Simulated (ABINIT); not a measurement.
Write the native input for ABINIT 10.8.3 (patched build) that does the following.

| Quantity | Value |
| --- | --- |
| Task | single point |
| Functional | WC |
| Potentials or basis | JTH PAW PBE v2.0 |
| Cutoff | 844 eV |
| k mesh | 9 × 9 × 9 |
| Occupations | fermi-dirac, width 0.05 eV |
| Spin | collinear spin, ferromagnetic start |
| Starting moments | [2.0, 1.0] μB |
| Fine-grid cutoff | 1442.2 eV |

TiCo:

```xyz
2
Lattice="2.9861 0.0000 0.0000 0.0000 2.9861 0.0000 0.0000 0.0000 2.9861" Properties=species:S:1:pos:R:3 pbc="T T T"
Co    1.4931    1.4931    1.4931
Ti    0.0000    0.0000    0.0000
```

The cell comes from a database or a generator and needn't be the stable form of this composition.

One way to write it, as run:

run.abi

```
# Pseudopotentials
pp_dirpath "./"
pseudos "Co.GGA_PBE-JTH.xml, Ti.GGA_PBE-JTH.xml"

# Structure
acell 5.6429319488 5.6429319488 5.6429319488
rprim
     1.0000000000     0.0000000000     0.0000000000
     0.0000000000     1.0000000000     0.0000000000
     0.0000000000     0.0000000000     1.0000000000
ntypat 2
znucl 27 22
natom 2
typat 1 2
xred
     0.5000000000     0.5000000000     0.5000000000
     0.0000000000     0.0000000000     0.0000000000

# Plane-wave basis
ecut 31.0
pawecutdg 53.0
pawxcdev 0

# k points
kptopt 1
ngkpt 9 9 9
nshiftk 1
shiftk 0.0 0.0 0.0

# Exchange and correlation
ixc 23

# Bands and occupations
nband 20
occopt 3
tsmear 0.05 eV

# Spin
nsppol 2
spinat
     0.0000000000     0.0000000000     2.0000000000
     0.0000000000     0.0000000000     1.0000000000

# SCF cycle
nstep 100
tolvrs 1.0e-9

# Output
iomode 3
prtwf 0
prtden 0
prteig 0
prtebands 0
enunit 2
```

Potentials or basis: JTH PAW PBE v2.0.

Launch:

```console
$ abinit run.abi > log 2>&1
```

It gave:

The pressure is -7.2 GPa. The band gap on the k mesh is none (metal or under the smearing width), the net moment is 0.74 μB per cell and the site moments are Co +0.82; Ti -0.02 μB. The valence electrons inside the program's atomic spheres are Co 15.57; Ti 10.22.

Caveat: small starting moments can end in a higher magnetic state in this program; the PAW data sets were made with another functional, which shifts forces and pressure a little.

Wall time 2.5 min on 1 thread of Arm Neoverse V1, with other jobs on the host, peak memory 0.17 GiB.
